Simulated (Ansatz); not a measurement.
## How far is PAW off for Rb?

```
Rb
1.0
     0.00000    3.57578    3.57578
     3.57578    0.00000    3.57578
     3.57578    3.57578    0.00000
Rb
1
Direct
  0.00000 0.00000 0.00000
```

The structure comes from a relaxation in the same program, started in the fcc type, and has space group Fm-3m. Whether it is a known phase or the ground state wasn't checked.

Levels of theory: DFT, PBE, PAW with Ansatz's default frozen-core files, scalar-relativistic (Ansatz 0.2.0); DFT, PBE, all-electron PAW with datasets made for the crystal, scalar-relativistic (Ansatz 0.2.0); DFT, PBE, all-electron LAPW, scalar-relativistic (Ansatz 0.2.0).

For PAW: a Γ-centred 11×11×11 k mesh, Fermi–Dirac smearing of 0.03 eV, cutoff 420 eV, no spin polarisation. The crystal-made all-electron datasets (AE datasets) take a cutoff of 180 eV at this cell. LAPW targets a basis error of 0.5 meV/atom. The Ansatz runs share mesh, smearing and spin set-up. Plane-wave (PAW) pressures include the program's estimate of the Pulay term.

Stress and pressure are positive in compression.

Levels count from the Fermi level.

| quantity | PAW | AE datasets | LAPW |
| --- | --- | --- | --- |
| pressure (GPa) | 0.00 | -0.01 | 0.00 |
| highest filled level at U (eV) | -12.995 | -12.994 | -12.995 |
| lowest empty level at U (eV) | 0.981 | 0.981 | 0.981 |
| highest filled level at K (eV) | -12.995 | -12.994 | -12.995 |
| lowest empty level at K (eV) | 0.981 | 0.981 | 0.981 |
| highest filled level at W (eV) | -13.002 | -13.002 | -13.003 |
| lowest empty level at W (eV) | 1.144 | 1.144 | 1.144 |

PAW's pressure differs from the LAPW value by about 0.01 GPa or less. Datasets made for the crystal and LAPW share parts of one code, so their agreement isn't an independent check.
